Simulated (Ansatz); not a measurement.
The system is Zn.

```
CELL_PARAMETERS angstrom
2.26817 -1.30849 0.00000
2.26817 1.30849 0.00000
-1.59172 0.00000 7.30041
ATOMIC_POSITIONS crystal
Zn 0.77802 0.77802 0.33450
Zn 0.22198 0.22198 0.66550
Zn 0.00000 0.00000 0.00000
```

This isn't the form of Zn at room conditions, which is hcp.

```yaml
Program: Ansatz 0.2.0
Task: relaxation of cell and atoms
Functional: PBEsol
Potentials_or_basis: Ansatz PAW earlier set
Cutoff: "660 eV (not typed: the program's choice for these potentials)"
k_mesh: 12 × 12 × 4
Occupations: fermi-dirac, width 0.05 eV
Spin: no spin polarisation
```

At the start: volume 14.44 Å³/atom.

Problem. How do energy, volume and symmetry change on relaxing?

Solution. It ends after 7 steps; space group R-3m (No. 166, to 0.05 Å).

Step by step:
| step | energy change (eV) | largest force (eV/Å) | volume (Å³) |
| --- | --- | --- | --- |
| 1 | 0.0000 | 0.0109 | 43.33 |
| 2 | -0.0205 | 0.0054 | 43.33 |
| 3 | -0.0282 | 0.0010 | 43.20 |
| 4 | -0.0302 | 0.0151 | 43.32 |
| 5 | -0.0313 | 0.0035 | 43.35 |
| 6 | -0.0313 | 0.0004 | 43.35 |
| 7 | -0.0315 | 0.0004 | 43.35 |

Final structure:
```
CELL_PARAMETERS angstrom
2.22812 -1.28513 0.01237
2.22812 1.28513 0.01237
-1.52378 0.00000 7.56181
ATOMIC_POSITIONS crystal
Zn 0.77834 0.77834 0.33440
Zn 0.22166 0.22166 0.66560
Zn 0.00000 0.00000 0.00000
```

Caveat: the plane-wave basis is chosen anew once the cell has moved, so the energies of steps on either side of that aren't comparable; the PAW data sets come from PBE, with cores solved anew for the run's functional, which leaves a small shift of forces and pressure.
